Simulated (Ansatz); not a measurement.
**Metal on semiconductor: Si/ZnS/CoSi2**

Wanted: barrier heights, local density of states and T(E) for Si/ZnS/CoSi2. The semiconductor is Si diamond(111), undoped, with its far face capped by hydrogen, and the metal is CoSi2 fluorite(111) turned by 180 degrees (type B), with ZnS wurtzite(0001) between them (whole bilayers). After relaxation the nearest pair at the metal is Si–Zn at 2.43 Å, along the normal. The common net has a side of 3.85 Å, which strains the semiconductor by -0.5 %, the layer between by +0.0 % and the metal by +1.6 %, against typed lattice constants near PBE's. The first steps treat the bulk crystals alone.

Method: PBE DFT, plane waves, PAW files, in the first sound run; inputs show where later runs differ, in Ansatz 0.2.0.

**1. The structure**

Symmetry: R-3m, No. 166, trigonal system. The conventional cell has a = 3.850 Å, b = 3.850 Å, c = 9.505 Å, α = 90.00°, β = 90.00°, γ = 120.00°. Si has 4 Si at 2.36 to 2.38 Å nearest.

**2. Layer spacing of the electrode, 6 atoms**

The electrode is held to the junction's net and relaxed along the normal; its spacing is used for the ideal lead layers.

The input, input.yaml:

```yaml
crystal:
  lattice:
    - [3.85, 0.0, 0.0]
    - [-1.925, 3.3341978046, 0.0]
    - [0.0, 0.0, 9.5049656028]
  atoms:
    - { symbol: Si, position: [0.0, 0.0, 0.0] }
    - { symbol: Si, position: [0.0, 0.0, 0.25] }
    - { symbol: Si, position: [0.3333333333, 0.6666666667, 0.3333333333] }
    - { symbol: Si, position: [0.3333333333, 0.6666666667, 0.5833333333] }
    - { symbol: Si, position: [0.6666666667, 0.3333333333, 0.6666666667] }
    - { symbol: Si, position: [0.6666666667, 0.3333333333, 0.9166666667] }
kpoints:
  mp_grid: { grid: [12, 12, 3] }
scf:
  occupations: { method: fermi_dirac, width: 0.1 }
  max_iter: 150
hamiltonian:
  xc: pbe
relax:
  f_tol: 0.01
  max_steps: 40
  cell: { fix: [a, b, angles] }
```

On the command line:

```
$ ansatz run input.yaml --threads 8 --pin off --max-ram 24576MiB --backend cpu --events-out ev --progress --plain --runs-dir out
```

Numbers of over 12 decimals in the logs are rounded to 6 here.

The log of the run:

```text
Engine: ansatz 0.2.0, aarch64-unknown-linux-gnu
Pseudopotentials: kind: paw
Pseudopotential: Si, paw, valence charge 4, recommended cutoff 420 eV (normal), Si.paw.azcp
Functional definition: PBE
  parameter kappa = 0.804
  parameter beta = 0.066725
  exchange = pbe_x(kappa = kappa, mu = beta*pi^2/3)
  correlation = pbe_c(beta = beta)
Crystal: 6 atoms, lattice volume = 122.012 Å³
Basis set: ecut = 420 eV, 2383 PW (Γ), exchange–correlation on 54×54×128 points (8 copies of the dense FFT grid, shifted against one another)
Bands: 18, of which v1, the nominal top of the filled ones, is band 12 counted from 1 (11 counted from 0)
Symmetry: 36 space group operations
Space group: R-3m (ITA 166), of the structure as read, at distance tolerance 5.0e-5 Å
k-points: 50 of 432
Non-local potential: Si, projectors of the file, l = 0: 2, l = 1: 2, l = 2: 2
PAW form: soft (Blöchl's): semilocal exchange-correlation on the pseudo side does not see the compensation charge
PAW one-centre angular grid: Si, 110 points (default); XC on 64 Gauss nodes
Initial density: superposition of atomic densities (neutral atoms: chi_scale 0, normalization atom), corrected by the library's trained network
Initial wavefunctions: pseudopotential atomic-orbital guess
Functional: x = pbe(κ = 0.804, μ = 0.219515), c = pbe(β = 0.066725)
SCF iter   1: F=—  HF=-3814.855601 eV  |F-HF|=—  |Δ(HF+E_count)|=         —  Δρ=1.24e-3  dr2=1.17e-3  ethr=1.77e-3  ⟨swp⟩=6.7  Hψ=5625  notcnv=0
preconditioner: auto → Resta (q_TF=auto, 2.081 Å⁻¹)  ε∞=5.4  [insulator: Δε(μ)=0.703 eV  Ē_g=7.852 eV  σ=0.100 eV  W_gap=0.94  n_scr=24 (ndim 8)  ℏωp=16.5 eV  f_vac=0.000  D(μ)=0.04/eV (n_scr^D=0)  ε∞_Penn≈5.4]
SCF iter   2: F=—  HF=-3814.856532 eV  |F-HF|=—  |Δ(HF+E_count)|=   9.32e-4  Δρ=6.70e-4  dr2=3.57e-4  ethr=4.88e-6  ⟨swp⟩=2.2  Hψ=1819  notcnv=0
SCF iter   3: F=—  HF=-3814.856694 eV  |F-HF|=—  |Δ(HF+E_count)|=   1.61e-4  Δρ=7.73e-5  dr2=8.87e-6  ethr=1.49e-6  ⟨swp⟩=2.0  Hψ=1500  notcnv=0
SCF iter   4: F=—  HF=-3814.856698 eV  |F-HF|=—  |Δ(HF+E_count)|=   4.47e-6  Δρ=2.05e-5  dr2=8.99e-7  ethr=3.70e-8  ⟨swp⟩=2.0  Hψ=1499  notcnv=0
iter 5 did not close the SCF: its close was put off for the readings that it lacked (scf_convergence_deferred on its scf_iter line)
SCF iter   5: F=-3814.856699 eV  HF=-3814.856699 eV  |F-HF|=2.41e-8  |Δ(HF+E_count)|=   7.07e-7  Δρ=4.30e-6  dr2=1.30e-8  ethr=3.75e-9  ⟨swp⟩=2.0  Hψ=1491  notcnv=0
SCF iter   6: F=-3814.856699 eV  HF=-3814.856699 eV  |F-HF|=9.55e-11  |Δ(HF+E_count)|=   2.82e-8  Δρ=1.44e-6  dr2=1.69e-9  ethr=5.42e-11  ⟨swp⟩=2.0  Hψ=3052  notcnv=0
SCF 1 converged in 6 iterations: F = -3814.856699 eV  dr2 = 1.69e-9
  greatest PAW one-centre occupation: 0.633 electrons in one spin orbital (limit 2), on the Si atom at site 5 (counted from 0), in its partial waves of l = 0
relax step   1: F+E_penalty+E_count = -3814.85669893 eV  Δ(F+E_penalty+E_count) = +0.000e0 eV  max|allowed force component| = 8.291e-2 eV/Å  Δτ_max = 0.0000 Å  P = +0.557 GPa  Ω = 122.012 Å³  fix = [a, b, alpha, beta, gamma]  reactions: a +1.085, b +1.085 GPa  (6 SCF iters, dr2 threshold 1.00e-7 eV, accepted)
Crystal: 6 atoms, lattice volume = 121.931 Å³
Initial density: handed on by an earlier stage of this run
Initial wavefunctions: those handed on with the density
iter 1 solved again at ethr=1.04e-7 eV; its pass at ethr=3.10e-3 eV (dr2=2.49e-5 eV) is discarded
SCF iter   1: F=—  HF=-3814.857562 eV  |F-HF|=—  |Δ(HF+E_count)|=         —  Δρ=1.94e-4  dr2=3.62e-5  ethr=1.04e-7  ⟨swp⟩=2.7  Hψ=5826  notcnv=0
preconditioner: auto → Resta (q_TF=auto, 2.081 Å⁻¹)  ε∞=5.4  [insulator: Δε(μ)=0.687 eV  Ē_g=7.855 eV  σ=0.100 eV  W_gap=0.93  n_scr=24 (ndim 8)  ℏωp=16.5 eV  f_vac=0.000  D(μ)=0.04/eV (n_scr^D=0)  ε∞_Penn≈5.4]
SCF iter   2: F=—  HF=-3814.857556 eV  |F-HF|=—  |Δ(HF+E_count)|=   5.97e-6  Δρ=1.07e-4  dr2=1.06e-5  ethr=1.04e-7  ⟨swp⟩=1.3  Hψ=1042  notcnv=0
SCF iter   3: F=-3814.857555 eV  HF=-3814.857555 eV  |F-HF|=4.18e-8  |Δ(HF+E_count)|=   1.56e-6  Δρ=7.83e-6  dr2=8.99e-8  ethr=2.50e-9  ⟨swp⟩=3.0  Hψ=3623  notcnv=0
SCF 2 converged in 3 iterations: F = -3814.857555 eV  dr2 = 8.99e-8
relax step   2: F+E_penalty+E_count = -3814.85755458 eV  Δ(F+E_penalty+E_count) = -8.557e-4 eV  max|allowed force component| = 2.057e-2 eV/Å  Δτ_max = 0.0022 Å  P = +0.612 GPa  Ω = 121.931 Å³  energy of the carried Pulay correction = +1.112e-5 eV  fix = [a, b, alpha, beta, gamma]  reactions: a +1.008, b +1.008 GPa  (3 SCF iters, dr2 threshold 6.00e-7 eV, accepted)
Crystal: 6 atoms, lattice volume = 121.842 Å³
Basis set: ecut = 420 eV, 2371 PW (Γ), exchange–correlation on 54×54×128 points (8 copies of the dense FFT grid, shifted against one another)
iter 1 solved again at ethr=3.66e-8 eV; its pass at ethr=3.10e-3 eV (dr2=8.79e-6 eV) is discarded
SCF iter   1: F=—  HF=-3814.857646 eV  |F-HF|=—  |Δ(HF+E_count)|=         —  Δρ=9.66e-5  dr2=1.29e-5  ethr=3.66e-8  ⟨swp⟩=2.5  Hψ=5816  notcnv=0
preconditioner: auto → Resta (q_TF=auto, 2.081 Å⁻¹)  ε∞=5.4  [insulator: Δε(μ)=0.685 eV  Ē_g=7.857 eV  σ=0.100 eV  W_gap=0.93  n_scr=24 (ndim 8)  ℏωp=16.5 eV  f_vac=0.000  D(μ)=0.04/eV (n_scr^D=0)  ε∞_Penn≈5.4]
SCF iter   2: F=—  HF=-3814.857643 eV  |F-HF|=—  |Δ(HF+E_count)|=   3.04e-6  Δρ=5.20e-5  dr2=3.79e-6  ethr=3.66e-8  ⟨swp⟩=2.0  Hψ=1411  notcnv=0
SCF iter   3: F=-3814.857642 eV  HF=-3814.857642 eV  |F-HF|=3.71e-8  |Δ(HF+E_count)|=   8.54e-7  Δρ=4.93e-6  dr2=4.53e-8  ethr=3.40e-10  ⟨swp⟩=3.6  Hψ=3879  notcnv=0
SCF 3 converged in 3 iterations: F = -3814.857642 eV  dr2 = 4.53e-8
relax step   3: F+E_penalty+E_count = -3814.85764183 eV  Δ(F+E_penalty+E_count) = -8.725e-5 eV  max|allowed force component| = 4.721e-4 eV/Å  Δτ_max = 0.0005 Å  P = +0.677 GPa  Ω = 121.842 Å³  energy of the carried Pulay correction = +2.326e-5 eV  fix = [a, b, alpha, beta, gamma]  reactions: a +1.005, b +1.005 GPa  (3 SCF iters, dr2 threshold 8.15e-8 eV, accepted)
Initial wavefunctions: pseudopotential atomic-orbital guess (no wavefunctions were taken with the density)
iter 1 solved again at ethr=5.11e-8 eV; its pass at ethr=3.10e-3 eV (dr2=1.23e-5 eV) is discarded
SCF iter   1: F=—  HF=-3814.857616 eV  |F-HF|=—  |Δ(HF+E_count)|=         —  Δρ=5.11e-6  dr2=4.14e-8  ethr=5.11e-8  ⟨swp⟩=3.2  Hψ=8274  notcnv=0
preconditioner: auto → Resta (q_TF=auto, 2.081 Å⁻¹)  ε∞=5.4  [insulator: Δε(μ)=0.686 eV  Ē_g=7.857 eV  σ=0.100 eV  W_gap=0.93  n_scr=24 (ndim 8)  ℏωp=16.5 eV  f_vac=0.000  D(μ)=0.04/eV (n_scr^D=0)  ε∞_Penn≈5.4]
SCF iter   2: F=—  HF=-3814.857617 eV  |F-HF|=—  |Δ(HF+E_count)|=   3.92e-7  Δρ=3.40e-6  dr2=2.20e-8  ethr=1.73e-10  ⟨swp⟩=2.1  Hψ=1503  notcnv=0
SCF iter   3: F=—  HF=-3814.857617 eV  |F-HF|=—  |Δ(HF+E_count)|=   2.36e-8  Δρ=8.56e-7  dr2=4.78e-10  ethr=9.18e-11  ⟨swp⟩=2.0  Hψ=1500  notcnv=0
SCF iter   4: F=—  HF=-3814.857617 eV  |F-HF|=—  |Δ(HF+E_count)|=  2.86e-10  Δρ=3.99e-7  dr2=1.10e-10  ethr=1.00e-12  ⟨swp⟩=4.0  Hψ=2909  notcnv=0
SCF iter   5: F=-3814.857617 eV  HF=-3814.857617 eV  |F-HF|=2.73e-12  |Δ(HF+E_count)|=  1.03e-10  Δρ=3.77e-8  dr2=1.16e-12  ethr=1.00e-12  ⟨swp⟩=4.0  Hψ=2907  notcnv=0
SCF 4 converged in 5 iterations: F = -3814.857617 eV  dr2 = 1.16e-12
relax step   4: F+E_penalty+E_count = -3814.85761689 eV  Δ(F+E_penalty+E_count) = +2.494e-5 eV  max|allowed force component| = 4.813e-4 eV/Å  Δτ_max = 0.0000 Å  P = +0.677 GPa  Ω = 121.842 Å³  fix = [a, b, alpha, beta, gamma]  reactions: a +1.005, b +1.005 GPa  stress off target by 1.98e-2 GPa on what of the cell is left free  SCF on the basis re-selected at this cell (its energy is not comparable with the rows above)  (5 SCF iters)
basis re-selected at this cell: Δ(F+E_penalty+E_count) = +2.494e-5 eV, ΔP = -0.001 GPa vs the last step (what re-selecting the basis moved, of the pressure what is left beyond the Pulay correction that the steps carried, after the strain that the cell walked since its last selection, with what the two solves' SCF thresholds leave and, on support functions, any second-order correction that the steps lacked; it is no m [...]
SCF converged after 5 iterations
Free energy (F): -3814.857617 eV
Harris-Foulkes:  -3814.857617 eV  (|F-HF|=2.73e-12)
Internal energy: -3814.855297 eV  (E = F + TS)
E sigma→0 (E₀):  -3814.856457 eV
Entropy (-TS):   -0.002319 eV (-0.387 meV/atom)
Fermi energy:    6.392483 eV
--- Per-component energies (eV) ---
  E_band       = 25.389519
  E_kinetic    = 241.128032
  E_local      = -167.045682  (includes V_loc(G=0)·N_el)
  E_nonlocal   = 155.532756
  E_hartree    = 45.244401
  E_xc         = -330.687507
  E_vxc        = -279.880144  (∫ρ·V_xc dr)
  E_paw        = -3076.669428  (= ΣΔE_a)
  E_vpaw       = -14.834275  (= ΣTr[D̂ρ^β])
  E_aug_tail   = 0.000037  (compensation charges beyond the density's cutoff)
  E_ewald      = -682.357906
  E_smearing   = -0.002319  (= −TS)
  E_closure    = 0.000000  (closes the sum)
  Σ components = -3814.857617   (vs F -3814.857617, Δ=0.00e0)
--- Forces (eV/Å), atoms counted from 1 ---
  atom   1  Si    -0.00000000    -0.00000000     0.00048131
  atom   2  Si     0.00000000     0.00000000    -0.00048131
  atom   3  Si    -0.00000000    -0.00000000     0.00048131
  atom   4  Si     0.00000000     0.00000000    -0.00048131
  atom   5  Si    -0.00000000    -0.00000000     0.00048131
  atom   6  Si     0.00000000     0.00000000    -0.00048131
  max |Σ_I F_I| component: 4.93e-17 eV/Å
--- Stress (GPa, compression-positive) ---
        1.004965       0.000000      -0.000000
        0.000000       1.004965      -0.000000
       -0.000000      -0.000000       0.019807
  P = ⅓ Tr σ = 0.6766 GPa (6.766 kbar)
--- Relaxed structure (3 steps of the walk, 3 accepted, 1 SCFs on fresh bases) ---
  F+E_penalty+E_count = -3814.85761689 eV   max|allowed force component| = 4.813e-4 eV/Å   (the final SCF, on the basis selected at the relaxed cell)
  cell:  # Å, volume = 121.8422 Å³
    - [3.850000, 0, 0]
    - [-1.925000, 3.334198, 0]
    - [0, 0, 9.491738]
  atoms:
    - { symbol: Si, position: [0, 0, 0.000278066] }
    - { symbol: Si, position: [0, 0, 0.249722] }
    - { symbol: Si, position: [0.333333, 0.666667, 0.333611] }
    - { symbol: Si, position: [0.333333, 0.666667, 0.583055] }
    - { symbol: Si, position: [0.666667, 0.333333, 0.666945] }
    - { symbol: Si, position: [0.666667, 0.333333, 0.916389] }
```

Wall time 2.8 s (8 threads of Arm Neoverse V2, shared host); peak memory 0.51 GiB.

Step by step:

| step | energy less that of the first step (eV) | largest force component (eV/Å) | pressure (GPa) | volume (Å³) |
| --- | --- | --- | --- | --- |
| 1 | 0.0000 | 0.0829 | 0.56 | 122.01 |
| 2 | -0.0009 | 0.0206 | 0.61 | 121.93 |
| 3 | -0.0009 | 0.0005 | 0.68 | 121.84 |
| 4* | -0.0009 | 0.0005 | 0.68 | 121.84 |

Relaxation steps marked * repeat the geometry before them on a plane-wave basis chosen anew for their cell, so energy and pressure can jump there.

The run keeps the 36 symmetry operations that it works with, so distortions that break them were not tested.

| conventional cell, symmetrised | before | after | change |
| --- | --- | --- | --- |
| a (Å) | 3.850 | 3.850 | +0.0 % |
| b (Å) | 3.850 | 3.850 | +0.0 % |
| c (Å) | 9.505 | 9.492 | -0.1 % |
| volume (Å³/atom) | 20.34 | 20.31 | -0.1 % |

Numbers from this step:

| Property | Result |
| --- | --- |
| free energy | -3814.8576 eV |
| Fermi energy | 6.392 eV |
| pressure | 0.6766 GPa |

The cell shrank by 0.1 % in volume.

[end of part 1 of 5]

[Logs are printed without paths, hosts, clocks, repeated set-up lines and the standing remarks that a program may print on its own settings, such as how far it seeks lower states.]

[Hosts, paths, dates, database ids (printed as entryN), source tags and the programs' standing remarks are cut or masked in the printed files.]
